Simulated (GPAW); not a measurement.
Wanted: an ASE script for a GPAW 26.7.0 run.

| Quantity | Value |
| --- | --- |
| Task | relaxation of cell and atoms |
| Functional | PBEsol |
| Potentials or basis | PAW data sets generated in the run's folder for this functional |
| Cutoff | 600 eV |
| Basis | pw |
| k mesh | 8 × 8 × 8 |
| Occupations | fermi-dirac, width 0.05 eV |
| Spin | no spin polarisation |
| Maxiter | 150 |
| Optimizer | BFGS |
| Fmax | 0.02 eV/Å |
| Max steps | 60 |
| Convergence | density=1e-05 forces=0.0001 |

Crystal: AgCl (Chlorargyrite).

```
Ag Cl
1.0
     0.00000    2.73500    2.73500
     2.73500    0.00000    2.73500
     2.73500    2.73500    0.00000
Ag Cl
1 1
Direct
  0.00000 0.00000 0.00000
  0.50000 0.50000 0.50000
```

One way to write it, as run:

run.py

```python
from ase import Atoms
from ase.filters import FrechetCellFilter
from ase.io import write
from ase.optimize import BFGS
from gpaw import GPAW, PW, setup_paths

setup_paths.insert(0, '.')

atoms = Atoms(['Ag', 'Cl'],
              cell=[[0.0, 2.735, 2.735],
                    [2.735, 0.0, 2.735],
                    [2.735, 2.735, 0.0]],
              scaled_positions=[[0.0, 0.0, 0.0],
                                [0.5, 0.5, 0.5]],
              pbc=True)

calc = GPAW(mode=PW(600),
            xc='PBEsol',
            kpts={'size': (8, 8, 8), 'gamma': True},
            occupations={'name': 'fermi-dirac', 'width': 0.05},
            nbands=23,
            convergence={'density': 1e-05, 'forces': 0.0001},
            maxiter=150,
            txt='gpaw.txt')
atoms.calc = calc
opt = BFGS(FrechetCellFilter(atoms), trajectory='relax.traj', logfile='-')
done = opt.run(fmax=0.02, steps=60)
calc.write('gs.gpw')
write('result.traj', atoms)
print('Converged:', done)
print('Cell:', atoms.cell.cellpar().round(4))
print('Volume:', round(atoms.get_volume(), 4))
print(atoms.get_scaled_positions().round(5))
```

Potentials or basis: PAW data sets generated in the run's folder for this functional, pw.

Command:

```sh
$ gpaw-setup -f PBEsol Ag Cl
$ OMP_NUM_THREADS=1 python run.py
```

It gave:

The relaxed volume is 20.24 Å³/atom. The relaxed cell is a = 3.854 Å, b = 3.854 Å, c = 3.854 Å, α = 60.00°, β = 60.00°, γ = 60.00° and the space group after relaxing (to 0.05 Å) is Fm-3m (No. 225). The energy gained by relaxing is 0.3 meV/atom, the ionic steps are 3 and the pressure after relaxing is 0.0 GPa. The band gap on the k mesh is 0.70 eV, indirect (least direct gap 3.21 eV).

Caveat: later steps reuse the first step's grids.

Wall time 65 s on 1 thread of AMD EPYC 7R43 64-Core Processor (Zen 3) (shared host), peak memory 0.19 GiB.
